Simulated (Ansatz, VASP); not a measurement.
Given: the input of a run of VASP 6.6.1 on BeTe.

INCAR

```
SYSTEM = BeTe
PREC = Accurate ; ENCUT = 600
EDIFF = 1E-6 ; ISMEAR = -1
SIGMA = 0.05 ; LREAL = .FALSE.
LASPH = .TRUE. ; NELM = 100
ALGO = Normal ; ISIF = 3
LWAVE = .FALSE. ; LCHARG = .FALSE.
IBRION = 2 ; NSW = 60
EDIFFG = -0.01
```

File KPOINTS:

```
Automatic mesh
0
G
  8 8 8
  0 0 0
```

Contents of POSCAR:

```
BeTe
1.0
    0.0000000000      2.7700000000      2.7700000000
    2.7700000000      0.0000000000      2.7700000000
    2.7700000000      2.7700000000      0.0000000000
Te Be
1 1
Direct
    0.7500000000      0.7500000000      0.7500000000
    0.0000000000      0.0000000000      0.0000000000
```

Potentials or basis: VASP PAW LDA potentials, release 64 (Te, Be).

The run is started by

```bash
$ cat potpaw_LDA.64/Te/POTCAR potpaw_LDA.64/Be/POTCAR > POTCAR
$ mpirun -np 1 vasp_std > vasp.out
```

Problem. Set up the same calculation for Ansatz 0.2.0. Potentials there: Ansatz PAW.

Solution. As run (the cutoff follows the program's own potentials):

File input.yaml:

```yaml
crystal:
  lattice:
    - [0.0, 2.77, 2.77]
    - [2.77, 0.0, 2.77]
    - [2.77, 2.77, 0.0]
  atoms:
    - { symbol: Te, position: [0.75, 0.75, 0.75] }
    - { symbol: Be, position: [0.0, 0.0, 0.0] }
hamiltonian:
  xc: lda
  pseudopotentials: { kind: paw }
kpoints:
  mp_grid: { grid: [8, 8, 8] }
scf:
  occupations: { method: fermi_dirac, width: 0.05 }
output:
  forces: true
  stress: true
relax:
  f_tol: 0.01
  max_steps: 40
  cell: { stress_tol: 0.05 }
```

Potentials or basis: Ansatz PAW.

Command:

```console
$ ansatz run input.yaml --threads 2 --pin off --max-ram 5632MiB --backend cpu --events-out ev --progress --plain --runs-dir out
```

Both were run:

|  | VASP | Ansatz | Ansatz less VASP |
| --- | --- | --- | --- |
| relaxed volume (Å³/atom) | 21.51 | 21.42 | -0.091 |
| relaxed cell length with the largest relative difference (Å) | 3.933 | 3.928 | -0.0055 |

The two sets of potentials don't hold the same shells in valence.

Caveats: spin-orbit coupling is left out, which moves the levels of the heavy elements; the PAW data sets come from PBE, with cores solved anew for the run's functional, which leaves a small shift of forces and pressure (Ansatz). Expect the measured gap to be larger: semilocal functionals such as LDA lack the derivative discontinuity. A k mesh can miss the band edges.
